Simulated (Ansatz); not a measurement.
# Li2S: properties at the relaxed cell

One table from this session's results is given with a row withheld; the runs are named, their logs left out.

The COD entry's cell or inner coordinates are ideal or old and differ from later refinements, so a difference from it is no clean test against experiment.

Method: DFT PBE, scalar-relativistic, plane waves, PAW, in Ansatz 0.2.0.

1 further run of the same task is left out (set aside as unsound or not needed).

**The system as given**

It takes space group Fm-3m (No. 225, cubic). Conventional cell: a = 5.706 Å, b = 5.706 Å, c = 5.706 Å, α = 90.00°, β = 90.00°, γ = 90.00°. Li (site symmetry -43m) has 4 S at 2.47 Å as nearest neighbours. S (site symmetry m-3m) is surrounded by 8 Li at 2.47 Å.

As a file:

```
Li S
1.0
     0.00000    2.85282    2.85282
     2.85282    0.00000    2.85282
     2.85282    2.85282    0.00000
Li S
2 1
Direct
  0.25000 0.25000 0.25000
  0.75000 0.75000 0.75000
  0.00000 0.00000 0.00000
```

It is the result of an earlier relaxation at this level (volume 15.48 Å³/atom; gap on the mesh: 3.39 eV).

Set-up of the first run:

input.yaml reads:

```yaml
crystal:
  lattice:
    - [0.0, 2.8528159674, 2.8528159674]
    - [2.8528159674, 0.0, 2.8528159674]
    - [2.8528159674, 2.8528159674, 0.0]
  atoms:
    - { symbol: Li, position: [0.25, 0.25, 0.25] }
    - { symbol: Li, position: [0.75, 0.75, 0.75] }
    - { symbol: S, position: [0.0, 0.0, 0.0] }
basis:
  ecutwfc: 420
kpoints:
  mp_grid: { grid: [8, 8, 8] }
  band_path:
    path:
      - [[0.0, 0.0, 0.0], [0.5, 0.0, 0.5], [0.625, 0.25, 0.625]]
      - [[0.375, 0.375, 0.75], [0.0, 0.0, 0.0], [0.5, 0.5, 0.5], [0.5, 0.25, 0.75], [0.5, 0.0, 0.5]]
    npoints: 14
hamiltonian:
  xc: pbe
scf:
  occupations: { method: gaussian, width: 0.02 }
  n_extra_bands: 7
output:
  forces: true
  stress: true
  eigenvalues: true
  populations: true
  dos: { projected: true, de: 0.02, nscf_kmesh: { grid: [12, 12, 12] } }
  bader: true
  write_density: true
  write_potential: true
  elf: true
  volumetric_format: npy
```

The run is started by

```bash
> ansatz run input.yaml --threads 1 --pin off --max-ram 2560MiB --backend cpu --events-out ev --progress --plain --runs-dir out
```

Steps of the session up to this table: Electronic structure at the relaxed geometry; Seeking the band edges over the whole zone; Eigenvalues a small step from each edge; Point at V/V0 = 0.97; Volume × 1.03; Point at V/V0 = 0.94; The cell scaled to 1.06 of its volume.

One of the session's tables, all rows but one given; the rest of the session is left out.

It belongs to the step «Fit of the equation of state». 

```
volume (Å³/atom)  energy above the lowest point (meV/atom)  pressure (GPa)  gap on the mesh (eV)
          14.550                                       7.8            2.84                  3.35
          15.014                                         ?               ?                     ?
          15.479                                       0.0            0.00                  3.39
          15.943                                       1.7           -1.13                  3.41
          16.407                                       6.4           -2.12                  3.42
```

**Question.** Estimate the row for volume (Å³/atom) = 15.014.

Worked estimate for «energy above the lowest point (meV/atom)». A straight line through the neighbours (14.550, 7.8) and (15.479, 0.0) gives 7.8 + (0.0 − 7.8) × (15.014 − 14.550) / (15.479 − 14.550) = 3.9; a parabola fitted to 3 rows on both sides gives 2.0.

As computed: energy above the lowest point (meV/atom): 1.9; pressure (GPa): 1.32; gap on the mesh (eV): 3.37. In «energy above the lowest point (meV/atom)» the line misses by +2.0 and the parabola by +0.1.
